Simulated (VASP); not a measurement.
# YN (Fm-3m) in VASP: equation of state

How stiff is YN in PBE, and what volume does it want? The cell is scaled to several volumes.

All numbers are computed with VASP 6.6.1; they aren't measurements. Logs are shortened: lines on timing, memory, paths and dates and some standing lists are left out, and cuts for length are marked.

### Step 1. The structure

The structure is cubic, space group Fm-3m (No. 225). Conventional cell: a = 4.877 Å, b = 4.877 Å, c = 4.877 Å, α = 90.00°, β = 90.00°, γ = 90.00°. Around Y (site symmetry m-3m) lie 6 N at 2.44 Å. N (site symmetry m-3m) has 6 Y at 2.44 Å as nearest neighbours.

### Step 2. Equation of state, PBE, 13.63 Å³/atom (volume scaled by 0.94)

INCAR reads:

```
SYSTEM = YN
PREC     = Accurate       ! precision mode
ENCUT    = 520            ! plane-wave cutoff, eV
EDIFF    = 1E-7           ! SCF threshold, eV
ISMEAR   = -1             ! smearing method
SIGMA    = 0.05           ! smearing width, eV
LREAL    = .FALSE.        ! projectors in reciprocal space
LASPH    = .TRUE.         ! aspherical terms in the spheres
NELM     = 60             ! most SCF steps
ALGO     = Normal         ! electronic algorithm
ISIF     = 2              ! what is computed and relaxed
LWAVE    = .FALSE.        ! write WAVECAR
LCHARG   = .FALSE.        ! write CHGCAR
GGA      = PE             ! functional
NBANDS   = 15             ! bands
```

KPOINTS reads:

```
Automatic mesh
0
G
  9 9 9
  0 0 0
```

POSCAR reads:

```
YN
1.0
    0.0000000000      2.3887207261      2.3887207261
    2.3887207261      0.0000000000      2.3887207261
    2.3887207261      2.3887207261      0.0000000000
Y N
1 1
Direct
    0.0000000000      0.0000000000      0.0000000000
    0.5000000000      0.5000000000      0.5000000000
```

Potentials or basis: VASP PAW PBE potentials, release 64 (Y_sv, N).

Started as:

```
cat potpaw_PBE.64/Y_sv/POTCAR potpaw_PBE.64/N/POTCAR > POTCAR
mpirun -np 1 vasp_std > vasp.out
```

OUTCAR:

```text
SYSTEM = YN
   PREC = Accurate
   ENCUT = 520
   EDIFF = 1E-7
   ISMEAR = -1
   LREAL = .FALSE.
   LASPH = .TRUE.
   NELM = 60
   ISIF = 2
   GGA = PE

 ion  position               nearest neighbor table
   1  0.000  0.000  0.000-   2 2.39   2 2.39   2 2.39   2 2.39   2 2.39   2 2.39
   2  0.500  0.500  0.500-   1 2.39   1 2.39   1 2.39   1 2.39   1 2.39   1 2.39

  LATTYP: Found a face centered cubic cell.
 ALAT       =     4.7774414522

  Lattice vectors:

 A1 = (   0.0000000000,   2.3887207261,   2.3887207261)
 A2 = (   2.3887207261,   0.0000000000,   2.3887207261)
 A3 = (   2.3887207261,   2.3887207261,   0.0000000000)

Analysis of symmetry for initial positions (statically):
=====================================================================
 Subroutine PRICEL returns:
 Original cell was already a primitive cell.

 Routine SETGRP: Setting up the symmetry group for a
 face centered cubic supercell.

 Subroutine GETGRP returns: Found 48 space group operations
 (whereof 48 operations were pure point group operations)
 out of a pool of 48 trial point group operations.

The static configuration has the point symmetry O_h .

Analysis of symmetry for dynamics (positions and initial velocities):
=====================================================================
 Subroutine PRICEL returns:
 Original cell was already a primitive cell.

 Routine SETGRP: Setting up the symmetry group for a
 face centered cubic supercell.

 Subroutine GETGRP returns: Found 48 space group operations
 (whereof 48 operations were pure point group operations)
 out of a pool of 48 trial point group operations.

The dynamic configuration has the point symmetry O_h .

 Subroutine INISYM returns: Found 48 space group operations
 (whereof 48 operations are pure point group operations),
 and found     1 'primitive' translations

----------------------------------------------------------------------------------------

                                     Primitive cell

  volume of cell :      27.2600

  direct lattice vectors                    reciprocal lattice vectors
     0.000000000  2.388720726  2.388720726    -0.209317060  0.209317060  0.209317060
     2.388720726  0.000000000  2.388720726     0.209317060 -0.209317060  0.209317060
     2.388720726  2.388720726  0.000000000     0.209317060  0.209317060 -0.209317060

  length of vectors
     3.378161248  3.378161248  3.378161248     0.362547783  0.362547783  0.362547783

  position of ions in fractional coordinates (direct lattice)
     0.000000000  0.000000000  0.000000000
     0.500000000  0.500000000  0.500000000
[... 99 lines left out ...]
   NUPDOWN=      -1.0000    fix difference up-down
   EMIN   =  10.00;   EMAX   =-10.00  energy-range for DOS
   EFERMI =   0.00;   METHOD = LEGACY
   ISMEAR =    -1;   SIGMA  =   0.05  broadening in eV -4-tet -1-fermi 0-gaus
   EFERMI_NEDOS =   21; number of points for ismear=-14 and -15
   IALGO  =     38    algorithm
   IMIX   =      4    mixing-type and parameters
     AMIX     =   0.40;   BMIX     =  1.00
     AMIX_MAG =   1.60;   BMIX_MAG =  1.00
  volume/ion in A,a.u.               =      13.63        91.98
  Fermi-wavevector in a.u.,A,eV,Ry     =   1.370691  2.590230 25.562529  1.878793
  Thomas-Fermi vector in A             =   2.496454
   LORBIT       =      0    0 simple, 1 ext, 2 COOP (PROOUT), +10 PAW based schemes
   GGA     = PE    functional components
   LHFCALC =     F    Hartree Fock is set to
   AEXX    =    0.0000 exact exchange contribution
   IVDW    =     0    specifies the selected vdW correction
   LEPSILON=     F    determine dielectric tensor
   LRPA    =     F    only Hartree local field effects (RPA)
 non-spin polarized calculation
  energy-cutoff  :      520.00
  volume of cell :       27.26
 maximum number of plane-waves:       751
 NGX is ok and might be reduce to    28
   NGX = 13   NGY = 13   NGZ = 13

 number of electron      16.0000000 magnetization

 Free energy of the ion-electron system (eV)
  ---------------------------------------------------
  ext. energy  EPLUGINS =         0.00000000
  ---------------------------------------------------
  free energy    TOTEN  =       -18.13107050 eV

  energy without entropy =      -18.13040088  energy(sigma->0) =      -18.13073569

 E-fermi :   4.6193     XC(G=0): -11.5858

 val. band max:        4.5780719634   @ k =   0.0000   0.0000   0.0000
 cond. band min:       4.7015910512   @ k =   0.4444   0.4444   0.0000
 fundamental gap:      0.1235190878
 Fermi energy:         4.6192917582

 k-point     1 :       0.0000    0.0000    0.0000
  band No.  band energies     occupation
      1     -35.9614      2.00000
      2     -15.5368      2.00000
      3     -15.5368      2.00000
      4     -15.5368      2.00000
      5      -8.5116      2.00000
      6       4.5781      1.39034
      7       4.5781      1.39034
      8       4.5781      1.39034
      9       7.8228      0.00000
     10       7.8228      0.00000
     11       7.8228      0.00000
     12       9.3911      0.00000
     13       9.9803      0.00000
     14       9.9803      0.00000
[... 599 lines left out ...]
      2     -16.4065      2.00000
      3     -16.2134      2.00000
      4     -15.9934      2.00000
      5      -7.4541      2.00000
      6       2.2075      2.00000
      7       3.0029      2.00000
      8       3.1150      2.00000
      9       8.2036      0.00000
     10       9.4525      0.00000
     11      12.5760      0.00000
     12      12.8997      0.00000
     13      14.1876      0.00000
     14      17.6913      0.00000
     15      18.2824      0.00000

------------------------ aborting loop because EDIFF is reached ----------------------------------------

  FORCE on cell =-STRESS in cart. coord.  units (eV):
  Direction    XX          YY          ZZ          XY          YZ          ZX
  --------------------------------------------------------------------------------------
  -------------------------------------------------------------------------------------
  Total        2.5125992      2.5125992      2.5125992      0.0000000     -0.0000000      0.0000000
  in kB      147.6752374    147.6752374    147.6752374      0.0000000     -0.0000000      0.0000000
  external PRESSURE =     147.6752374 kB  Pullay stress =       0.0000000 kB

 VOLUME and BASIS-vectors are now :
 -----------------------------------------------------------------------------
  energy-cutoff  :      520.00
  volume of cell :       27.26
      direct lattice vectors                 reciprocal lattice vectors
     0.000000000  2.388720726  2.388720726    -0.209317060  0.209317060  0.209317060
     2.388720726  0.000000000  2.388720726     0.209317060 -0.209317060  0.209317060
     2.388720726  2.388720726  0.000000000     0.209317060  0.209317060 -0.209317060

 POSITION                                       TOTAL-FORCE (eV/Angst)
 -----------------------------------------------------------------------------------
      0.00000      0.00000      0.00000         0.000000     -0.000000      0.000000
      2.38872      2.38872      2.38872        -0.000000      0.000000     -0.000000
 -----------------------------------------------------------------------------------
    total drift:                                0.000000      0.000000      0.000000

  FREE ENERGIE OF THE ION-ELECTRON SYSTEM (eV)
  ---------------------------------------------------
  free  energy   TOTEN  =       -18.1310705014 eV

  energy  without entropy=      -18.1304008796  energy(sigma->0) =      -18.13073569
```

Run time: 32 s. Hardware: 1 thread of AMD EPYC 7R43 (Zen 3), shared host; peak memory 0.14 GiB.

Results:

```
Free energy            : -18.1311 eV
Pressure               : 14.8 GPa
Band gap on the k mesh : 0.12 eV, indirect (least direct gap 0.47 eV)
```

Caveat: an odd mesh through Γ misses points on the zone boundary, where band edges often lie.

### Step 3. Equation of state, PBE, 13.92 Å³/atom (volume scaled by 0.96)

Changes to INCAR since step 2:

```diff
@@ -8,3 +8,3 @@
 LASPH    = .TRUE.         ! aspherical terms in the spheres
-NELM     = 60             ! most SCF steps
+NELM     = 80             ! most SCF steps
 ALGO     = Normal         ! electronic algorithm
```

KPOINTS is that of step 2.

POSCAR reads:

```
YN
1.0
    0.0000000000      2.4055432573      2.4055432573
    2.4055432573      0.0000000000      2.4055432573
    2.4055432573      2.4055432573      0.0000000000
Y N
1 1
Direct
    0.0000000000      0.0000000000      0.0000000000
    0.5000000000      0.5000000000      0.5000000000
```

Potentials or basis: VASP PAW PBE potentials, release 64 (Y_sv, N).

Started as:

```
cat potpaw_PBE.64/Y_sv/POTCAR potpaw_PBE.64/N/POTCAR > POTCAR
mpirun -np 1 vasp_std > vasp.out
```

Wall time 35 s (1 thread of AMD EPYC 7R43 (Zen 3), shared host); peak memory 0.15 GiB.

It converged, with:

```yaml
Free_energy: -18.1767 eV
Pressure: 10.4 GPa
Band_gap_on_the_k_mesh: 0.16 eV, indirect (least direct gap 0.53 eV)
```

Caveat: an odd mesh through Γ misses points on the zone boundary, where band edges often lie.

### Step 4. Equation of state, PBE, 14.21 Å³/atom (volume scaled by 0.98)

INCAR reads:

```
SYSTEM = YN
PREC = Accurate ; ENCUT = 520
EDIFF = 1E-7 ; ISMEAR = -1
SIGMA = 0.05 ; LREAL = .False.
LASPH = .True. ; NELM = 60
ALGO = Normal ; ISIF = 2
LWAVE = .False. ; LCHARG = .False.
GGA = PE ; NBANDS = 15
```

KPOINTS reads:

```
regular mesh
0
Gamma
  9 9 9
  0 0 0
```

POSCAR reads:

```
YN
1.0
    0.0000000000      2.4221337351      2.4221337351
    2.4221337351      0.0000000000      2.4221337351
    2.4221337351      2.4221337351      0.0000000000
Y N
1 1
Direct
    0.0000000000      0.0000000000      0.0000000000
    0.5000000000      0.5000000000      0.5000000000
```

Started as:

```
cat potpaw_PBE.64/Y_sv/POTCAR potpaw_PBE.64/N/POTCAR > POTCAR
mpirun -np 1 vasp_std > vasp.out
```

Run time: 31 s. Hardware: 1 thread of AMD EPYC 7R43 (Zen 3), shared host; peak memory 0.15 GiB.

The run converged. Its results:

| Property | Result |
| --- | --- |
| Free energy | -18.2071 eV |
| Pressure | 6.4 GPa |
| Band gap on the k mesh | 0.20 eV, indirect (least direct gap 0.59 eV) |

Caveat: an odd mesh through Γ misses points on the zone boundary, where band edges often lie.

### Step 5. Equation of state, PBE, 14.79 Å³/atom (volume scaled by 1.02)

INCAR reads:

```
  PREC = Accurate
  ENCUT = 520
  EDIFF = 1E-7
  ISMEAR = -1
  SIGMA = 0.05
  LREAL = False
  LASPH = True
  NELM = 80
  ALGO = Normal
  ISIF = 2
  LWAVE = False
  LCHARG = False
  GGA = PE
  NBANDS = 15
```

KPOINTS reads:

```
regular mesh
0
Gamma
  9 9 9
```

POSCAR reads:

```
YN
1.0
    0.0000000000      2.4546494773      2.4546494773
    2.4546494773      0.0000000000      2.4546494773
    2.4546494773      2.4546494773      0.0000000000
Y N
1 1
Direct
    0.0000000000      0.0000000000      0.0000000000
    0.5000000000      0.5000000000      0.5000000000
```

Started as:

```
cat potpaw_PBE.64/Y_sv/POTCAR potpaw_PBE.64/N/POTCAR > POTCAR
mpirun -np 1 vasp_std > vasp.out
```

It took 36 s on 1 thread of AMD EPYC 7R43 (Zen 3), shared host; peak memory 0.14 GiB.

Results (log left out):

| Property | Result |
| --- | --- |
| Free energy | -18.2282 eV |
| Pressure | -0.5 GPa |
| Band gap on the k mesh | 0.27 eV, indirect (least direct gap 0.68 eV) |

Caveat: an odd mesh through Γ misses points on the zone boundary, where band edges often lie.

### Step 6. Equation of state, PBE, 15.08 Å³/atom (volume scaled by 1.04)

INCAR reads:

```
ALGO = Normal
EDIFF = 1E-7
ENCUT = 520
GGA = PE
ISIF = 2
ISMEAR = -1
LASPH = T
LCHARG = F
LREAL = F
LWAVE = F
NBANDS = 15
NELM = 80
PREC = Accurate
SIGMA = 0.05
```

KPOINTS reads:

```
k-points
0
Gamma
  9 9 9
```

POSCAR reads:

```
YN
1.0
    0.0000000000      2.4705892062      2.4705892062
    2.4705892062      0.0000000000      2.4705892062
    2.4705892062      2.4705892062      0.0000000000
Y N
1 1
Direct
    0.0000000000      0.0000000000      0.0000000000
    0.5000000000      0.5000000000      0.5000000000
```

Potentials or basis: VASP PAW PBE potentials, release 64 (Y_sv, N).

Started as:

```
cat potpaw_PBE.64/Y_sv/POTCAR potpaw_PBE.64/N/POTCAR > POTCAR
mpirun -np 1 vasp_std > vasp.out
```

OUTCAR:

```text
EDIFF = 1E-7
   ENCUT = 520
   GGA = PE
   ISIF = 2
   ISMEAR = -1
   LASPH = T
   LREAL = F
   NELM = 80
   PREC = Accurate

 ion  position               nearest neighbor table
   1  0.000  0.000  0.000-   2 2.47   2 2.47   2 2.47   2 2.47   2 2.47   2 2.47
   2  0.500  0.500  0.500-   1 2.47   1 2.47   1 2.47   1 2.47   1 2.47   1 2.47

  LATTYP: Found a face centered cubic cell.
 ALAT       =     4.9411784124

  Lattice vectors:

 A1 = (   0.0000000000,   2.4705892062,   2.4705892062)
 A2 = (   2.4705892062,   0.0000000000,   2.4705892062)
 A3 = (   2.4705892062,   2.4705892062,   0.0000000000)

Analysis of symmetry for initial positions (statically):
=====================================================================
 Subroutine PRICEL returns:
 Original cell was already a primitive cell.

 Routine SETGRP: Setting up the symmetry group for a
 face centered cubic supercell.

 Subroutine GETGRP returns: Found 48 space group operations
 (whereof 48 operations were pure point group operations)
 out of a pool of 48 trial point group operations.
[... 184 lines left out ...]
      2     -16.6747      2.00000
      3     -16.6747      2.00000
      4     -16.6747      2.00000
      5      -8.8673      2.00000
      6       3.9644      1.86919
      7       3.9644      1.86919
      8       3.9644      1.86919
      9       7.0544      0.00000
     10       7.0544      0.00000
     11       7.0544      0.00000
     12       7.8298      0.00000
     13       8.9551      0.00000
     14       8.9551      0.00000
[... 599 lines left out ...]
      2     -17.2828      2.00000
      3     -17.1523      2.00000
      4     -16.9889      2.00000
      5      -7.9521      2.00000
      6       1.7564      2.00000
      7       2.3615      2.00000
      8       2.4539      2.00000
      9       7.3916      0.00000
     10       8.5010      0.00000
     11      11.0176      0.00000
     12      11.4741      0.00000
     13      12.5773      0.00000
     14      15.7291      0.00000
     15      16.4288      0.00000

------------------------ aborting loop because EDIFF is reached ----------------------------------------

  FORCE on cell =-STRESS in cart. coord.  units (eV):
  Direction    XX          YY          ZZ          XY          YZ          ZX
  --------------------------------------------------------------------------------------
  -------------------------------------------------------------------------------------
  Total       -0.6407196     -0.6407196     -0.6407196     -0.0000000     -0.0000000      0.0000000
  in kB      -34.0366608    -34.0366608    -34.0366608     -0.0000000     -0.0000000      0.0000000
  external PRESSURE =     -34.0366608 kB  Pullay stress =       0.0000000 kB

 VOLUME and BASIS-vectors are now :
 -----------------------------------------------------------------------------
  energy-cutoff  :      520.00
  volume of cell :       30.16
      direct lattice vectors                 reciprocal lattice vectors
     0.000000000  2.470589206  2.470589206    -0.202380873  0.202380873  0.202380873
     2.470589206  0.000000000  2.470589206     0.202380873 -0.202380873  0.202380873
     2.470589206  2.470589206  0.000000000     0.202380873  0.202380873 -0.202380873

 POSITION                                       TOTAL-FORCE (eV/Angst)
 -----------------------------------------------------------------------------------
      0.00000      0.00000      0.00000         0.000000      0.000000      0.000000
      2.47059      2.47059      2.47059        -0.000000     -0.000000     -0.000000
 -----------------------------------------------------------------------------------
    total drift:                                0.000000      0.000000      0.000000

  FREE ENERGIE OF THE ION-ELECTRON SYSTEM (eV)
  ---------------------------------------------------
  free  energy   TOTEN  =       -18.2213622744 eV

  energy  without entropy=      -18.2211268252  energy(sigma->0) =      -18.22124455
```

OSZICAR:

```text
N       E                     dE             d eps       ncg     rms          rms(c)
DAV:   1     0.530822404934E+02    0.53082E+02   -0.84439E+03  1050   0.107E+03
DAV:   2    -0.188518191510E+02   -0.71934E+02   -0.66057E+02  1466   0.228E+02
DAV:   3    -0.218835539540E+02   -0.30317E+01   -0.30115E+01  1296   0.398E+01
DAV:   4    -0.219343270863E+02   -0.50773E-01   -0.50767E-01  1275   0.529E+00
DAV:   5    -0.219350502448E+02   -0.72316E-03   -0.72312E-03  1275   0.527E-01    0.290E+01
DAV:   6    -0.185150735347E+02    0.34200E+01   -0.90486E+00  1148   0.243E+01    0.317E+01
DAV:   7    -0.182546459333E+02    0.26043E+00   -0.56222E-01  1316   0.652E+00    0.228E+01
DAV:   8    -0.182526001538E+02    0.20458E-02   -0.28919E-01  1509   0.475E+00    0.100E+01
DAV:   9    -0.182209224904E+02    0.31678E-01   -0.48521E-02  1374   0.223E+00    0.176E+00
DAV:  10    -0.182213412141E+02   -0.41872E-03   -0.49480E-03  1141   0.621E-01    0.461E-01
DAV:  11    -0.182213719084E+02   -0.30694E-04   -0.31257E-04  1395   0.153E-01    0.295E-01
DAV:  12    -0.182213613932E+02    0.10515E-04   -0.26330E-05  1276   0.457E-02    0.690E-02
DAV:  13    -0.182213621974E+02   -0.80421E-06   -0.21212E-06  1169   0.142E-02    0.700E-03
DAV:  14    -0.182213622744E+02   -0.76926E-07   -0.20544E-07  1308   0.365E-03
   1 F= -.18221362E+02 E0= -.18221245E+02  d E =-.235449E-03
```

stdout:

```text
POSCAR found type information on POSCAR Y N
 POSCAR found :  2 types and       2 ions
 scaLAPACK will be used
 LDA part: xc-table for (Slater+PW92), standard interpolation
 POSCAR, INCAR and KPOINTS ok, starting setup
 FFT: planning ... GRIDC
 FFT: planning ... GRID_SOFT
 FFT: planning ... GRID
 WAVECAR not read
 entering main loop
```

Wall time 44 s (1 thread of AMD EPYC 7R43 (Zen 3), shared host); peak memory 0.14 GiB.

What came out:

* Free energy: -18.2214 eV
* Pressure: -3.4 GPa
* Band gap on the k mesh: 0.30 eV, indirect (least direct gap 0.73 eV)

Caveat: an odd mesh through Γ misses points on the zone boundary, where band edges often lie.

### Step 7. Equation of state, PBE, 15.37 Å³/atom (volume scaled by 1.06)

INCAR reads:

```
ALGO     = Normal         # electronic algorithm
EDIFF    = 1E-7           # SCF threshold, eV
ENCUT    = 520            # plane-wave cutoff, eV
GGA      = PE             # functional
ISIF     = 2              # what is computed and relaxed
ISMEAR   = -1             # smearing method
LASPH    = T              # aspherical terms in the spheres
LCHARG   = F              # write CHGCAR
LREAL    = F              # projectors in reciprocal space
LWAVE    = F              # write WAVECAR
NBANDS   = 15             # bands
NELM     = 100            # most SCF steps
PREC     = Accurate       # precision mode
SIGMA    = 0.05           # smearing width, eV
```

KPOINTS is that of step 6.

POSCAR reads:

```
YN
1.0
    0.0000000000      2.4863258675      2.4863258675
    2.4863258675      0.0000000000      2.4863258675
    2.4863258675      2.4863258675      0.0000000000
Y N
1 1
Direct
    0.0000000000      0.0000000000      0.0000000000
    0.5000000000      0.5000000000      0.5000000000
```

Started as:

```
cat potpaw_PBE.64/Y_sv/POTCAR potpaw_PBE.64/N/POTCAR > POTCAR
mpirun -np 1 vasp_std > vasp.out
```

Wall time 41 s (1 thread of AMD EPYC 7R43 (Zen 3), shared host); peak memory 0.15 GiB.

Results (log left out):

```yaml
Free_energy: -18.2044 eV
Pressure: -6.0 GPa
Band_gap_on_the_k_mesh: 0.33 eV, indirect (least direct gap 0.77 eV)
```

Caveat: an odd mesh through Γ misses points on the zone boundary, where band edges often lie.

### Step 8. Equation of state, PBE

Potentials or basis: VASP PAW PBE potentials, release 64 (Y_sv, N).

This step only gathers the single runs of the series.

Results:

- Equilibrium volume: 14.75 Å³/atom
- Bulk modulus: 159 GPa
- Pressure derivative of the bulk modulus: 4.2

Energy against volume, from the lowest point:
| volume (Å³/atom) | energy (meV/atom) |
| --- | --- |
| 13.630 | 48.56 |
| 13.920 | 25.75 |
| 14.210 | 10.53 |
| 14.500 | 2.17 |
| 14.790 | 0.00 |
| 15.080 | 3.42 |
| 15.370 | 11.88 |

PBE usually gives volumes a little too large and moduli too small. Zero-point motion and thermal expansion aren't in these numbers.
